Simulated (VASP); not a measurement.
Method: r2SCAN meta-GGA, VASP's PBE PAW potentials (set 64) (plane waves; VASP).

Input for VASP

INCAR:
```
SYSTEM = ZrO2
PREC = Accurate; ENCUT = 520; LREAL = .FALSE.
LASPH = .TRUE.
EDIFF = 1E-6; NELM = 100; ALGO = Normal
LMAXMIX = 4; LMIXTAU = .TRUE.
ISMEAR = 0; SIGMA = 0.05
METAGGA = R2SCAN
IBRION = 2; NSW = 60; ISIF = 3
EDIFFG = -0.02
LWAVE = .FALSE.; LCHARG = .FALSE.
```

**KPOINTS**
```
Automatic
0
Gamma
 6 6 4
```

File POSCAR:
```
ZrO2
1.0
  3.5910596240   0.0000000000   0.0000000000
  0.0000000000   3.5910596240   0.0000000000
  0.0000000000   0.0000000000   5.1785625028
Zr O
2 4
Direct
  0.0000000000   0.0000000000   0.0000000000
  0.5000000000   0.5000000000   0.5000000000
  1.0000000000   0.5000000000   0.3002804394
  0.0000000000   0.5000000000   0.8002804394
  0.5000000000   0.0000000000   0.1997195606
  0.5000000000   0.0000000000   0.6997195606
```

POTCAR, in this order: Zr_sv O (PBE.64 set). Program: vasp_std.

What VASP printed:

File OSZICAR:
```
...
DAV:   1     0.418321779393E+03    0.41832E+03   -0.28503E+04  1680   0.180E+03
DAV:   2    -0.914675343760E+02   -0.50979E+03   -0.49708E+03  2256   0.471E+02
DAV:   3    -0.121359117646E+03   -0.29892E+02   -0.29786E+02  2424   0.111E+02
DAV:   4    -0.123447320417E+03   -0.20882E+01   -0.20863E+01  2652   0.223E+01
DAV:   5    -0.123483407993E+03   -0.36088E-01   -0.36085E-01  2104   0.264E+00    0.394E+01
DAV:   6    -0.963306254813E+02    0.27153E+02   -0.44351E+01  2056   0.500E+01    0.150E+01
DAV:   7    -0.906186759174E+02    0.57119E+01   -0.35613E+00  2040   0.151E+01    0.440E+00
DAV:   8    -0.966288209932E+02   -0.60101E+01   -0.21333E+00  1780   0.118E+01    0.281E+00
DAV:   9    -0.918246575791E+02    0.48042E+01   -0.13612E+00  1712   0.921E+00    0.458E-01
DAV:  10    -0.916618287261E+02    0.16283E+00   -0.23452E-01  2052   0.355E+00    0.726E-01
DAV:  11    -0.915891759610E+02    0.72653E-01   -0.11287E-02  2384   0.730E-01    0.649E-01
DAV:  12    -0.918195446877E+02   -0.23037E+00   -0.76879E-02  1680   0.267E+00    0.200E-01
DAV:  13    -0.918644385783E+02   -0.44894E-01   -0.23478E-02  2136   0.129E+00    0.157E-01
DAV:  14    -0.918640066306E+02    0.43195E-03   -0.20522E-03  2240   0.364E-01    0.106E-01
DAV:  15    -0.918711614424E+02   -0.71548E-02   -0.26960E-03  1680   0.530E-01    0.523E-02
DAV:  16    -0.918717078984E+02   -0.54646E-03   -0.52448E-04  1752   0.166E-01    0.373E-02
DAV:  17    -0.918715445449E+02    0.16335E-03   -0.47630E-05  2124   0.640E-02    0.367E-02
DAV:  18    -0.918718503668E+02   -0.30582E-03   -0.12265E-04  1680   0.101E-01    0.635E-03
DAV:  19    -0.918718599807E+02   -0.96139E-05   -0.89951E-06  1980   0.255E-02    0.450E-03
DAV:  20    -0.918718624745E+02   -0.24937E-05   -0.72204E-07   936   0.746E-03    0.264E-03
DAV:  21    -0.918718665427E+02   -0.40682E-05   -0.27340E-06  1328   0.127E-02    0.172E-03
DAV:  22    -0.918718665485E+02   -0.58426E-08   -0.16215E-07   840   0.319E-03
   1 F= -.91871867E+02 E0= -.91871867E+02  d E =-.918719E+02
       N       E                     dE             d eps       ncg     rms          rms(c)
DAV:   1    -0.921325751798E+02   -0.26071E+00   -0.11159E+01  1680   0.296E+01    0.625E+00
DAV:   2    -0.919147389384E+02    0.21784E+00   -0.10447E+00  2008   0.702E+00    0.257E+00
DAV:   3    -0.918544277029E+02    0.60311E-01   -0.15885E-01  2068   0.317E+00    0.413E-01
DAV:   4    -0.918557602947E+02   -0.13326E-02   -0.35671E-02  2680   0.130E+00    0.460E-01
DAV:   5    -0.918451766504E+02    0.10584E-01   -0.38848E-02  2112   0.139E+00    0.267E-01
DAV:   6    -0.918563850626E+02   -0.11208E-01   -0.46999E-03  2112   0.606E-01    0.164E-01
DAV:   7    -0.918573832097E+02   -0.99815E-03   -0.34148E-03  2184   0.452E-01    0.397E-02
DAV:   8    -0.918586041762E+02   -0.12210E-02   -0.44434E-04  1712   0.212E-01    0.178E-02
DAV:   9    -0.918585360578E+02    0.68118E-04   -0.33724E-05  1940   0.553E-02    0.170E-02
DAV:  10    -0.918585740076E+02   -0.37950E-04   -0.37779E-05  2112   0.573E-02    0.546E-03
DAV:  11    -0.918586004901E+02   -0.26483E-04   -0.15404E-05  1920   0.359E-02    0.767E-04
DAV:  12    -0.918586006383E+02   -0.14823E-06   -0.65910E-07   852   0.682E-03
   2 F= -.91858601E+02 E0= -.91858601E+02  d E =0.132659E-01
       N       E                     dE             d eps       ncg     rms          rms(c)
DAV:   1    -0.919874060470E+02   -0.12881E+00   -0.41401E+00  1680   0.179E+01    0.386E+00
DAV:   2    -0.919011575068E+02    0.86249E-01   -0.37423E-01  1924   0.427E+00    0.154E+00
DAV:   3    -0.918803599429E+02    0.20798E-01   -0.59718E-02  2232   0.194E+00    0.247E-01
DAV:   4    -0.918803934241E+02   -0.33481E-04   -0.10491E-02  2276   0.718E-01    0.279E-01
DAV:   5    -0.918816687121E+02   -0.12753E-02   -0.23797E-02  1964   0.981E-01    0.254E-01
DAV:   6    -0.918815155523E+02    0.15316E-03   -0.34977E-03  2028   0.441E-01    0.135E-01
DAV:   7    -0.918811360353E+02    0.37952E-03   -0.43589E-04  2176   0.148E-01    0.889E-02
DAV:   8    -0.918815772702E+02   -0.44123E-03   -0.10639E-03  1972   0.258E-01    0.188E-02
DAV:   9    -0.918815599599E+02    0.17310E-04   -0.44741E-05  2072   0.573E-02    0.117E-02
DAV:  10    -0.918815705572E+02   -0.10597E-04   -0.77961E-06  1808   0.236E-02    0.393E-03
DAV:  11    -0.918815778648E+02   -0.73076E-05   -0.52639E-06  1680   0.218E-02    0.375E-03
DAV:  12    -0.918815783559E+02   -0.49108E-06   -0.95668E-07   956   0.711E-03
   3 F= -.91881578E+02 E0= -.91881578E+02  d E =-.971181E-02
       N       E                     dE             d eps       ncg     rms          rms(c)
DAV:   1    -0.918825593209E+02   -0.98146E-03   -0.12763E-01  1680   0.282E+00    0.200E-01
DAV:   2    -0.918821530557E+02    0.40627E-03   -0.21876E-03  1840   0.345E-01    0.117E-01
DAV:   3    -0.918820546098E+02    0.98446E-04   -0.81081E-04  2044   0.260E-01    0.239E-02
DAV:   4    -0.918820963690E+02   -0.41759E-04   -0.17088E-04  1752   0.125E-01    0.147E-02
DAV:   5    -0.918820984617E+02   -0.20927E-05   -0.59119E-05  1788   0.743E-02    0.817E-03
DAV:   6    -0.918820995272E+02   -0.10655E-05   -0.50950E-05  1700   0.690E-02    0.205E-03
DAV:   7    -0.918821087707E+02   -0.92435E-05   -0.13686E-05  1684   0.335E-02    0.134E-03
DAV:   8    -0.918821090365E+02   -0.26584E-06   -0.73401E-07   860   0.756E-03
   4 F= -.91882109E+02 E0= -.91882109E+02  d E =-.530681E-03
       N       E                     dE             d eps       ncg     rms          rms(c)
DAV:   1    -0.918821577208E+02   -0.48950E-04   -0.99983E-03  1680   0.790E-01    0.558E-02
DAV:   2    -0.918821266079E+02    0.31113E-04   -0.17194E-04  1848   0.966E-02    0.328E-02
DAV:   3    -0.918821195505E+02    0.70574E-05   -0.63163E-05  2068   0.727E-02    0.661E-03
DAV:   4    -0.918821217336E+02   -0.21831E-05   -0.13654E-05  1760   0.354E-02    0.407E-03
DAV:   5    -0.918821218074E+02   -0.73835E-07   -0.49810E-06  1772   0.217E-02
   5 F= -.91882122E+02 E0= -.91882122E+02  d E =-.543452E-03
       N       E                     dE             d eps       ncg     rms          rms(c)
DAV:   1    -0.918823541147E+02   -0.23238E-03   -0.10030E-01  1680   0.203E+00    0.539E-02
DAV:   2    -0.918824105393E+02   -0.56425E-04   -0.18471E-03  1928   0.273E-01    0.342E-02
DAV:   3    -0.918823910923E+02    0.19447E-04   -0.11338E-04  2196   0.798E-02    0.219E-02
DAV:   4    -0.918823848587E+02    0.62335E-05   -0.59692E-05  1944   0.659E-02    0.126E-02
DAV:   5    -0.918823492284E+02    0.35630E-04   -0.97380E-05  1680   0.102E-01    0.314E-03
DAV:   6    -0.918823807859E+02   -0.31557E-04   -0.87970E-05  1680   0.910E-02    0.337E-03
DAV:   7    -0.918823921983E+02   -0.11412E-04   -0.51144E-06  1488   0.189E-02    0.973E-04
DAV:   8    -0.918823927687E+02   -0.57034E-06   -0.24965E-07   840   0.450E-03
   6 F= -.91882393E+02 E0= -.91882393E+02  d E =-.270961E-03
       N       E                     dE             d eps       ncg     rms          rms(c)
DAV:   1    -0.918826183549E+02   -0.22616E-03   -0.90188E-01  1680   0.608E+00    0.161E-01
DAV:   2    -0.918829948511E+02   -0.37650E-03   -0.16395E-02  1936   0.812E-01    0.104E-01
DAV:   3    -0.918827716468E+02    0.22320E-03   -0.99994E-04  2196   0.248E-01    0.650E-02
DAV:   4    -0.918827035858E+02    0.68061E-04   -0.62516E-04  1888   0.216E-01    0.384E-02
DAV:   5    -0.918825201439E+02    0.18344E-03   -0.76252E-04  1680   0.283E-01    0.126E-02
DAV:   6    -0.918826836678E+02   -0.16352E-03   -0.65945E-04  1680   0.247E-01    0.105E-02
DAV:   7    -0.918828144502E+02   -0.13078E-03   -0.58740E-05  1704   0.669E-02    0.267E-03
DAV:   8    -0.918828164071E+02   -0.19570E-05   -0.17685E-06  1428   0.962E-03    0.241E-03
DAV:   9    -0.918828184661E+02   -0.20590E-05   -0.21092E-06  1168   0.145E-02    0.444E-04
DAV:  10    -0.918828186579E+02   -0.19173E-06   -0.30295E-07   840   0.495E-03
   7 F= -.91882819E+02 E0= -.91882819E+02  d E =-.696850E-03
```

File OUTCAR:
```
------------------------ aborting loop because EDIFF is reached ----------------------------------------
  FORCE on cell =-STRESS in cart. coord.  units (eV):
  Direction    XX          YY          ZZ          XY          YZ          ZX
  --------------------------------------------------------------------------------------
  Total        0.0702043      0.0702043      0.0773883      0.0000000      0.0000000     -0.0000000
  in kB        1.6595780      1.6595780      1.8294037      0.0000000      0.0000000     -0.0000000
  external PRESSURE =       1.7161866 kB  Pullay stress =       0.0000000 kB
  volume of cell :       67.78
      direct lattice vectors                 reciprocal lattice vectors
     3.602439398  0.000000000 -0.000000000     0.277589680  0.000000000  0.000000000
     0.000000000  3.602439398  0.000000000     0.000000000  0.277589680  0.000000000
    -0.000000000  0.000000000  5.222555312     0.000000000  0.000000000  0.191477149
 POSITION                                       TOTAL-FORCE (eV/Angst)
 -----------------------------------------------------------------------------------
     -0.00000      0.00000      5.22256         0.000000      0.000000     -0.000000
      1.80122      1.80122      2.61128        -0.000000      0.000000     -0.000000
     -0.00000      1.80122      1.57725        -0.000000      0.000000      0.002704
     -0.00000      1.80122      4.18853        -0.000000     -0.000000      0.002704
      1.80122      0.00000      1.03403         0.000000      0.000000     -0.002704
      1.80122      0.00000      3.64531         0.000000      0.000000     -0.002704
 -----------------------------------------------------------------------------------
    total drift:                                0.000000      0.000000      0.000000
  FREE ENERGIE OF THE ION-ELECTRON SYSTEM (eV)
  ---------------------------------------------------
  free  energy   TOTEN  =       -91.8828186579 eV

  energy  without entropy=      -91.8828186579  energy(sigma->0) =      -91.88281866

 reached required accuracy - stopping structural energy minimisation
```
(Selected blocks of OUTCAR.)

File CONTCAR:
```
ZrO2
   1.00000000000000
     3.6024393980988099    0.0000000000000000   -0.0000000000000000
     0.0000000000000000    3.6024393980988099    0.0000000000000000
    -0.0000000000000000    0.0000000000000000    5.2225553119143235
  Zr              O
     2     4
Direct
     0.0000000000000000    0.0000000000000000    1.0000000000000000
     0.5000000000000000    0.5000000000000000    0.5000000000000000
     0.0000000000000000    0.5000000000000000    0.3020071211585454
     0.0000000000000000    0.5000000000000000    0.8020071211585454
     0.5000000000000000    0.0000000000000000    0.1979928788414546
     0.5000000000000000    0.0000000000000000    0.6979928788414546
```

OUTCAR:
```
 val. band max:        5.9466597048   @ k =   0.3333   0.1667   0.0000

 cond. band min:      10.5402321680   @ k =   0.0000   0.0000   0.0000


 Fermi energy:         6.2424605701

 k-point     1 :       0.0000    0.0000    0.0000
  band No.  band energies     occupation
      1     -42.9410      2.00000
      2     -42.8877      2.00000
      3     -20.8166      2.00000
      4     -20.2362      2.00000
      5     -20.2362      2.00000
      6     -20.1394      2.00000
      7     -20.0906      2.00000
      8     -20.0906      2.00000
      9     -12.5380      2.00000
     10     -11.3429      2.00000
     11     -10.6871      2.00000
     12     -10.4350      2.00000
     13       1.0712      2.00000
     14       1.2975      2.00000
     15       1.4651      2.00000
     16       1.4651      2.00000
     17       3.5169      2.00000
     18       3.5169      2.00000
     19       4.6513      2.00000
     20       4.6513      2.00000
     21       5.2844      2.00000
     22       5.8173      2.00000
     23       5.8597      2.00000
     24       5.8597      2.00000
     25      10.5402      0.00000
     26      11.0373      0.00000
     27      11.7398      0.00000
     28      11.7773      0.00000

 k-point     2 :       0.1667    0.0000    0.0000
  band No.  band energies     occupation
      1     -42.9331      2.00000
      2     -42.8869      2.00000
      3     -20.7555      2.00000
      4     -20.3617      2.00000
      5     -20.2286      2.00000
      6     -20.2221      2.00000
      7     -20.1505      2.00000
      8     -20.0959      2.00000
      9     -12.2802      2.00000
     10     -11.2345      2.00000
     11     -10.7316      2.00000
     12     -10.5245      2.00000
     13       1.0159      2.00000
     14       1.4119      2.00000
     15       1.6470      2.00000
     16       2.2061      2.00000
     17       3.2158      2.00000
     18       3.5187      2.00000
     19       4.4075      2.00000
     20       4.5228      2.00000
...
```

The structure comes from a computed database's ZrO2 entry (P4_2/nmc); how it stands against other phases isn't given here. This run relaxes it. Symmetry was kept, so distortions that lower it aren't found. The start is the result of an earlier pass.
